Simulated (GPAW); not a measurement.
# Ti (Im-3m) in GPAW: settings compared

One crystal, Ti, is run at these levels: revPBE, BLYP, r2SCAN; tasks: band structure.

Program: GPAW 26.7.0. These are calculated values, not measurements. Logs are shortened: lines on timing, memory, paths and dates and some standing lists are left out, and cuts for length are marked. The log counts tension as positive stress, the text compression.

### Step 1. The structure

Symmetry: Im-3m, No. 229, cubic system. Conventional cell: a = 3.282 Å, b = 3.282 Å, c = 3.282 Å, α = 90.00°, β = 90.00°, γ = 90.00°. Ti (site symmetry m-3m) is surrounded by 8 Ti at 2.84 Å.

This isn't the form of Ti at room conditions, which is hcp.

### Step 2. Band structure, revPBE

The input, run.py:

```python
from ase.dft.bandgap import bandgap
from ase.io import read, write
from ase.units import GPa
from gpaw import GPAW, PW

atoms = read('POSCAR')

calc = GPAW(mode=PW(600),
            xc='revPBE',
            kpts={'size': (11, 11, 11), 'gamma': True},
            occupations={'name': 'fermi-dirac', 'width': 0.05},
            nbands=14,
            convergence={'density': 1e-05, 'energy': 1e-05},
            maxiter=150,
            txt='gpaw.txt')
atoms.calc = calc
energy = atoms.get_potential_energy()
forces = atoms.get_forces()
stress = atoms.get_stress()
calc.write('gs.gpw')
write('result.traj', atoms)
print(f'Energy: {energy:.6f} eV')
print('Forces (eV/A):')
print(forces.round(4))
print('Stress (GPa):', (stress / GPa).round(3))
print('Fermi level:', round(calc.get_fermi_level(), 4), 'eV')
print(f'Gap: {bandgap(calc)[0]:.4f} eV, direct: {bandgap(calc, direct=True)[0]:.4f} eV')

path = atoms.cell.bandpath('GHNGPH,PN', npoints=60, eps=1e-4)
bs_calc = calc.fixed_density(kpts=path, symmetry='off', nbands=21,
                             convergence={'bands': 'CBM+6.0', 'eigenstates': 1e-6}, txt='bands.txt')
bs = bs_calc.band_structure()
bs.write('bs.json')
print(f'Gap on the path: {bandgap(bs_calc)[0]:.4f} eV')
```

The input, POSCAR:

```
Ti
1.0
   -1.6410000000      1.6410000000      1.6410000000
    1.6410000000     -1.6410000000      1.6410000000
    1.6410000000      1.6410000000     -1.6410000000
Ti
1
Direct
    0.0000000000      0.0000000000      0.0000000000
```

Potentials or basis: the program's PAW data sets (release 1.2.1) made for this functional, pw.

Run with:

```
> OMP_NUM_THREADS=1 python run.py
```

gpaw.txt:

```text
__  _  _
 | _ |_)|_||  |
 |__||  | ||/\| - 26.7.0

Input parameters:
  mode=PW(ecut=600.0),
  convergence={'density': 1e-05, 'energy': 1e-05},
  kpts=MonkhorstPack(size=(11, 11, 11), gamma=True),
  maxiter=150,
  nbands=14,
  occupations=Occupations(name='fermi-dirac', width=0.05),
  xc=XC(name='revPBE')

Diagonalizing LCAO Hamiltonian
Converting LCAO to pw mode

       Ti

Atoms  # Å, Bohr magnetons
|   | symbol |        x |        y |        z |    initial magnetic moments |
|---|--------|----------|----------|----------|-----------------------------|
| 0 |     Ti | 0.000000 | 0.000000 | 0.000000 | ( 0.0000,  0.0000,  0.0000) |

Unit cell  # Å
| periodic |         x |         y |         z |  lengths |     angles |
|----------|-----------|-----------|-----------|----------|------------|
|      yes | -1.641000 |  1.641000 |  1.641000 | 2.842295 | 109.471221 |
|      yes |  1.641000 | -1.641000 |  1.641000 | 2.842295 | 109.471221 |
|      yes |  1.641000 |  1.641000 | -1.641000 | 2.842295 | 109.471221 |

Number of symmetries: 48
Symmetry operations  # r_c * U_cc + t_c -> r_c
|    | kind |            matrix            |
|----|------|------------------------------|
|  0 |  σ   |  1, 1, 1,  0, 0,-1,  0,-1, 0 |
|  1 |  C4  |  1, 1, 1,  0, 0,-1, -1, 0, 0 |
|  2 |  C2  |  1, 1, 1,  0,-1, 0,  0, 0,-1 |
|  3 |  S6  |  1, 1, 1,  0,-1, 0, -1, 0, 0 |
|  4 |  S6  |  1, 1, 1, -1, 0, 0,  0, 0,-1 |
|  5 |  C4  |  1, 1, 1, -1, 0, 0,  0,-1, 0 |
|  6 |  E   |  1, 0, 0,  0, 1, 0,  0, 0, 1 |
|  7 |  σ   |  1, 0, 0,  0, 1, 0, -1,-1,-1 |
|  8 |  σ   |  1, 0, 0,  0, 0, 1,  0, 1, 0 |
|  9 |  C3  |  1, 0, 0,  0, 0, 1, -1,-1,-1 |
| 10 |  C3  |  1, 0, 0, -1,-1,-1,  0, 1, 0 |
| 11 |  σ   |  1, 0, 0, -1,-1,-1,  0, 0, 1 |
| 12 |  σ   |  0, 1, 0,  1, 0, 0,  0, 0, 1 |
| 13 |  C2  |  0, 1, 0,  1, 0, 0, -1,-1,-1 |
| 14 |  C3  |  0, 1, 0,  0, 0, 1,  1, 0, 0 |
| 15 |  S4  |  0, 1, 0,  0, 0, 1, -1,-1,-1 |
| 16 |  S4  |  0, 1, 0, -1,-1,-1,  1, 0, 0 |
| 17 |  C3  |  0, 1, 0, -1,-1,-1,  0, 0, 1 |
| 18 |  C3  |  0, 0, 1,  1, 0, 0,  0, 1, 0 |
| 19 |  S4  |  0, 0, 1,  1, 0, 0, -1,-1,-1 |
| 20 |  σ   |  0, 0, 1,  0, 1, 0,  1, 0, 0 |
| 21 |  C3  |  0, 0, 1,  0, 1, 0, -1,-1,-1 |
| 22 |  C2  |  0, 0, 1, -1,-1,-1,  1, 0, 0 |
| 23 |  S4  |  0, 0, 1, -1,-1,-1,  0, 1, 0 |
| 24 |  C4  |  0, 0,-1,  1, 1, 1,  0,-1, 0 |
| 25 |  σ   |  0, 0,-1,  1, 1, 1, -1, 0, 0 |
| 26 |  S6  |  0, 0,-1,  0,-1, 0,  1, 1, 1 |
| 27 |  C2  |  0, 0,-1,  0,-1, 0, -1, 0, 0 |
| 28 |  C4  |  0, 0,-1, -1, 0, 0,  1, 1, 1 |
| 29 |  S6  |  0, 0,-1, -1, 0, 0,  0,-1, 0 |
| 30 |  S6  |  0,-1, 0,  1, 1, 1,  0, 0,-1 |
| 31 |  C4  |  0,-1, 0,  1, 1, 1, -1, 0, 0 |
| 32 |  C4  |  0,-1, 0,  0, 0,-1,  1, 1, 1 |
| 33 |  S6  |  0,-1, 0,  0, 0,-1, -1, 0, 0 |
| 34 |  σ   |  0,-1, 0, -1, 0, 0,  1, 1, 1 |
| 35 |  C2  |  0,-1, 0, -1, 0, 0,  0, 0,-1 |
| 36 |  C2  | -1, 0, 0,  1, 1, 1,  0, 0,-1 |
| 37 |  S6  | -1, 0, 0,  1, 1, 1,  0,-1, 0 |
| 38 |  S6  | -1, 0, 0,  0, 0,-1,  1, 1, 1 |
| 39 |  C2  | -1, 0, 0,  0, 0,-1,  0,-1, 0 |
| 40 |  C2  | -1, 0, 0,  0,-1, 0,  1, 1, 1 |
| 41 |  i   | -1, 0, 0,  0,-1, 0,  0, 0,-1 |
| 42 |  S4  | -1,-1,-1,  1, 0, 0,  0, 1, 0 |
| 43 |  C3  | -1,-1,-1,  1, 0, 0,  0, 0, 1 |
| 44 |  C3  | -1,-1,-1,  0, 1, 0,  1, 0, 0 |
| 45 |  σ   | -1,-1,-1,  0, 1, 0,  0, 0, 1 |
| 46 |  S4  | -1,-1,-1,  0, 0, 1,  1, 0, 0 |
| 47 |  C2  | -1,-1,-1,  0, 0, 1,  0, 1, 0 |

BZ-sampling:
  Number of BZ points: 1331
  Number of IBZ points: 56

  Monkhorst-Pack size: [11, 11, 11]
  Monkhorst-Pack shift: [0, 0, 0]

K-points  # in reciprocal-cell coordinates
|     |                                coordinates |     weight |
|-----|--------------------------------------------|------------|
|   0 | (  0.00000000,   0.00000000,   0.00000000) | 0.00075131 |
|   1 | (  0.09090909,   0.00000000,   0.00000000) | 0.00901578 |
|   2 | (  0.09090909,   0.09090909,  -0.09090909) | 0.00450789 |
|   3 | (  0.18181818,   0.00000000,  -0.09090909) | 0.01803156 |
|   4 | (  0.18181818,   0.00000000,   0.00000000) | 0.00901578 |
|   5 | (  0.18181818,   0.09090909,  -0.09090909) | 0.01803156 |
|   6 | (  0.18181818,   0.18181818,  -0.18181818) | 0.00450789 |
|   7 | (  0.27272727,  -0.09090909,  -0.09090909) | 0.00601052 |
|   8 | (  0.27272727,   0.00000000,  -0.09090909) | 0.03606311 |
|   9 | (  0.27272727,   0.00000000,   0.00000000) | 0.00901578 |
| ... |                                            |            |
|  55 | (  0.45454545,   0.45454545,   0.45454545) | 0.00601052 |

Plane wave coefficients: 603
Cutoff: 600.0 eV

Spin-components: 1 (collinear spins)
Bands:           14
Projectors:      6
Spin-degeneracy: 2
Datatype:        complex128

Parallelization:
  kpt:    1
  domain: 1
  band:   1

Density:
  Valence electrons: 12.0
  Components: 1
  Grid points: [18 18 18]
  Charge: 0.0  # |e|

Potential:
  Grid points: [18 18 18]

species:
  Ti:
    name:    Titanium
    Z:       22.0
    valence: 12
    core:    10
    charge:  0.0  # [|e|]
    compensation charges:
      type: gauss
      rc: 0.38  # [Å]
      lmax: 2
    cutoffs:
      filter: 2.23  # [Å]
      core: 1.02  # [Å]
    projectors
    | kind |    occ | energy [eV] | rcut [Å] |
    |------|--------|-------------|----------|
    |   3s |  2.000 |     -62.686 |    1.270 |
    |   4s |  2.000 |      -4.427 |    1.270 |
    |   3p |  6.000 |     -38.877 |    1.058 |
    |   4p |  0.000 |      -1.455 |    1.058 |
    |   3d |  2.000 |      -4.209 |    1.058 |
    |    d |        |      23.002 |    1.058 |

    Using partial waves for Ti as LCAO basis

Reference energy: -23227.461611  # eV

eigensolver:
  PPCG
  Converge bands: occupied
  niter=2

density mixing:
  MSR1-Mixer
  Pratt-step length: 0.05
  Maximum mixing coefficient: 0.75
  Old densities: 10
  SVD Regularization: 0.005
  Good broyden scale: 1.0
  Trust region scale: 1.0
  Backstep threshold: 4.0
  History deletion threshold: 6.0
  Fourier metric: weight=20.0, sigma=0.015

occupation numbers:
  Fermi-Dirac:
    width: 0.0500  # eV

poisson solver:
  ecut: 4800.0  # eV

xc functional:
  name: revPBE with 2 nearest neighbor stencil

convergence criteria:
- Maximum integral of absolute [dens]ity change: 1e-05 electrons / valence electron
- Maximum [total energy] change in last 3 cyles: 1e-05 eV / valence electron
- Maximum integral of absolute [eigenst]ate change: 4e-08 eV^2 / valence electron
maximum number of iterations: 150

SCF iterations
|iter     | |      energy | eigst |  dens |
|---------|-|-------------|-------|-------|
|iter:   1| |   -6.459286 | -0.14 |       |
|iter:   2| |   -6.401624 | -3.03 | -1.22 |
|iter:   3| |   -6.225172 | -1.83 | -1.28 |
|iter:   4| |   -6.228339 | -3.76 | -2.05 |
|iter:   5| |   -6.229964 | -4.09 | -2.33 |
|iter:   6| |   -6.229978 | -6.17 | -3.59 |
|iter:   7| |   -6.229980c| -6.66 | -3.91 |
|iter:   8| |   -6.229980c| -8.15c| -5.12c|

Converged in 8 steps
Energy contributions relative to reference atoms: (reference = -23227.461611)

Energy contributions:
  Kinetic:           5.031720
  Coulomb:          -4.891019
  Zero:              0.014965
  External:          0.000000
  Xc:               -6.374179
  Entropy:          -0.022935
  Spinorbit:         0.000000
  ----------------------------
  Free energy:      -6.241448
  Extrapolated:     -6.229980

dipole moment: (-5.217165, -5.217165, -5.217165)  # |e|*Ang

Fermi level: 8.169
Eigenvalues  # (at kpt = [0.000, 0.000, 0.000])
| band index |      eig [eV] | occ [0-2] |
|------------|---------------|-----------|
|          0 |       -48.468 |     2.000 |
|          1 |       -24.317 |     2.000 |
|          2 |       -24.317 |     2.000 |
|          3 |       -24.317 |     2.000 |
|          4 |         2.277 |     2.000 |
|          5 |         9.164 |     0.000 |
|          6 |         9.164 |     0.000 |
|          7 |         9.164 |     0.000 |
|          8 |        10.874 |     0.000 |
|          9 |        10.874 |     0.000 |
|         10 |        25.459 |     0.000 |
|         11 |        25.459 |     0.000 |
|         12 |        25.459 |     0.000 |
|         13 |        31.190 |     0.000 |

No gap
No difference between direct/indirect transitions

Forces  # eV/Ang
|        x |        y |        z |
|----------|----------|----------|
| -0.00000 | -0.00000 | -0.00000 |  # Ti   0

Stress tensor  # eV/Ang^3
|         x |        y |         z |
|-----------|----------|-----------|
|  0.004469 | 0.000000 | -0.000000 |
|  0.000000 | 0.004469 |  0.000000 |
| -0.000000 | 0.000000 |  0.004469 |

# Writing to gs.gpw (mode='')
```

Wall time 20 s (1 thread of Arm Neoverse V1, shared host); peak memory 0.17 GiB.

What came out:

| Quantity | Value |
| --- | --- |
| Free energy | -6.2414 eV |
| Pressure | -0.7 GPa |
| Band gap along the path | none (metal or under the smearing width) |

Levels at the corners of the path, in eV from the Fermi level:
```csv
point,band 3,band 4,band 5,band 6,band 7,band 8,band 9,band 10
Γ,-32.49,-32.49,-5.89,0.99,0.99,0.99,2.70,2.70
H,-32.92,-32.92,-2.04,-2.04,3.85,3.85,3.85,8.23
N,-32.69,-32.49,-2.39,-0.36,1.05,2.69,3.03,4.19
Γ,-32.49,-32.49,-5.89,0.99,0.99,0.99,2.70,2.70
P,-32.80,-32.80,-0.60,-0.60,-0.60,3.09,3.09,8.90
H,-32.92,-32.92,-2.04,-2.04,3.85,3.85,3.85,8.23
P,-32.80,-32.80,-0.60,-0.60,-0.60,3.09,3.09,8.90
N,-32.69,-32.49,-2.39,-0.36,1.05,2.69,3.03,4.19
```

### Step 3. Band structure, BLYP

run.py: that of step 2 with these lines changed.

```diff
@@ -1,10 +1,18 @@
+from ase import Atoms
 from ase.dft.bandgap import bandgap
-from ase.io import read, write
+from ase.io import write
 from ase.units import GPa
-from gpaw import GPAW, PW
+from gpaw import GPAW, PW, setup_paths
 
-atoms = read('POSCAR')
+setup_paths.insert(0, '.')
+
+atoms = Atoms(['Ti'],
+              cell=[[-1.641, 1.641, 1.641],
+                    [1.641, -1.641, 1.641],
+                    [1.641, 1.641, -1.641]],
+              scaled_positions=[[0.0, 0.0, 0.0]],
+              pbc=True)
 
 calc = GPAW(mode=PW(600),
-            xc='revPBE',
+            xc='BLYP',
             kpts={'size': (11, 11, 11), 'gamma': True},
@@ -13,2 +21,3 @@
             convergence={'density': 1e-05, 'energy': 1e-05},
+            eigensolver='davidson',
             maxiter=150,
@@ -28,3 +37,3 @@
 
-path = atoms.cell.bandpath('GHNGPH,PN', npoints=60, eps=1e-4)
+path = atoms.cell.bandpath('GHNGPH,PN', npoints=80, eps=1e-4)
 bs_calc = calc.fixed_density(kpts=path, symmetry='off', nbands=21,
```

Potentials or basis: PAW data sets generated in the run's folder for this functional, pw.

Run with:

```
> gpaw-setup -f BLYP Ti
> OMP_NUM_THREADS=1 python run.py
```

Wall time 24 s (1 thread of Arm Neoverse V1, shared host); peak memory 0.17 GiB.

The run converged. Its results:

| Item | Value |
| --- | --- |
| Free energy | -5.5051 eV |
| Pressure | -0.9 GPa |
| Band gap along the path | none (metal or under the smearing width) |

Levels at the corners of the path, in eV from the Fermi level:
| point | band 3 | band 4 | band 5 | band 6 | band 7 | band 8 | band 9 | band 10 |
| --- | --- | --- | --- | --- | --- | --- | --- | --- |
| Γ | -32.39 | -32.39 | -5.74 | 0.92 | 0.92 | 0.92 | 2.63 | 2.63 |
| H | -32.83 | -32.83 | -2.03 | -2.03 | 3.78 | 3.78 | 3.78 | 8.37 |
| N | -32.59 | -32.39 | -2.36 | -0.41 | 1.26 | 2.62 | 2.95 | 4.12 |
| Γ | -32.39 | -32.39 | -5.74 | 0.92 | 0.92 | 0.92 | 2.63 | 2.63 |
| P | -32.70 | -32.70 | -0.57 | -0.57 | -0.57 | 3.01 | 3.01 | 9.00 |
| H | -32.83 | -32.83 | -2.03 | -2.03 | 3.78 | 3.78 | 3.78 | 8.37 |
| P | -32.70 | -32.70 | -0.57 | -0.57 | -0.57 | 3.01 | 3.01 | 9.00 |
| N | -32.59 | -32.39 | -2.36 | -0.41 | 1.26 | 2.62 | 2.95 | 4.12 |

### Step 4. Band structure, r2SCAN

The input, run.py:

```python
from ase.dft.bandgap import bandgap
from ase.io import read, write
from ase.units import GPa
from gpaw import GPAW, PW

atoms = read('POSCAR')

calc = GPAW(mode=PW(600),
            xc='MGGA_X_R2SCAN+MGGA_C_R2SCAN',
            kpts={'size': (11, 11, 11), 'gamma': True},
            occupations={'name': 'fermi-dirac', 'width': 0.05},
            nbands=14,
            convergence={'density': 1e-05, 'energy': 1e-05},
            maxiter=150,
            txt='gpaw.txt')
atoms.calc = calc
energy = atoms.get_potential_energy()
forces = atoms.get_forces()
stress = atoms.get_stress()
calc.write('gs.gpw')
write('result.traj', atoms)
print(f'Energy: {energy:.6f} eV')
print('Forces (eV/A):')
print(forces.round(4))
print('Stress (GPa):', (stress / GPa).round(3))
print('Fermi level:', round(calc.get_fermi_level(), 4), 'eV')
print(f'Gap: {bandgap(calc)[0]:.4f} eV, direct: {bandgap(calc, direct=True)[0]:.4f} eV')

path = atoms.cell.bandpath('GHNGPH,PN', npoints=60, eps=1e-4)
bs_calc = calc.fixed_density(kpts=path, symmetry='off', nbands=21,
                             convergence={'bands': 'CBM+6.0', 'eigenstates': 1e-6}, txt='bands.txt')
bs = bs_calc.band_structure()
bs.write('bs.json')
print(f'Gap on the path: {bandgap(bs_calc)[0]:.4f} eV')
```

POSCAR is that of step 2.

Potentials or basis: GPAW PAW data sets (gpaw-data 1.2.1), pw.

Run with:

```
> OMP_NUM_THREADS=1 python run.py
```

It took 61 s on 1 thread of Arm Neoverse V1, shared host; peak memory 0.24 GiB.

It converged, with:

- Free energy: -11.2497 eV
- Pressure: -3.1 GPa
- Band gap along the path: none (metal or under the smearing width)

Levels at the corners of the path, in eV from the Fermi level:
| point | band 4 | band 5 | band 6 | band 7 | band 8 | band 9 |
| --- | --- | --- | --- | --- | --- | --- |
| Γ | -33.80 | -6.32 | 1.13 | 1.13 | 1.13 | 2.86 |
| H | -34.24 | -2.20 | -2.20 | 4.04 | 4.04 | 4.04 |
| N | -33.80 | -2.53 | -0.31 | 0.90 | 2.87 | 3.21 |
| Γ | -33.80 | -6.32 | 1.13 | 1.13 | 1.13 | 2.86 |
| P | -34.12 | -0.66 | -0.66 | -0.66 | 3.27 | 3.27 |
| H | -34.24 | -2.20 | -2.20 | 4.04 | 4.04 | 4.04 |
| P | -34.12 | -0.66 | -0.66 | -0.66 | 3.27 | 3.27 |
| N | -33.80 | -2.53 | -0.31 | 0.90 | 2.87 | 3.21 |

Caveat: the PAW data sets were made with another functional, which shifts forces and pressure a little.

### Step 5. Summary

| level | potentials or basis | band points | eigensolver | pressure (GPa) |
| --- | --- | --- | --- | --- |
| revPBE | the program's PAW data sets (release 1.2.1) made for this functional, pw | 60 | - | -0.7 |
| BLYP | PAW data sets generated in the run's folder for this functional, pw | 80 | davidson | -0.9 |
| r2SCAN | GPAW PAW data sets (gpaw-data 1.2.1), pw | 60 | - | -3.1 |

Alike in all rows: task band structure; no spin polarisation; cell as given; k mesh 11 × 11 × 11; cutoff (eV) 600; smearing fermi-dirac 0.05 eV.

Caveats: the PAW data sets were made with another functional, which shifts forces and pressure a little (some runs).

Absolute energies hang on the potentials; compare differences alone.
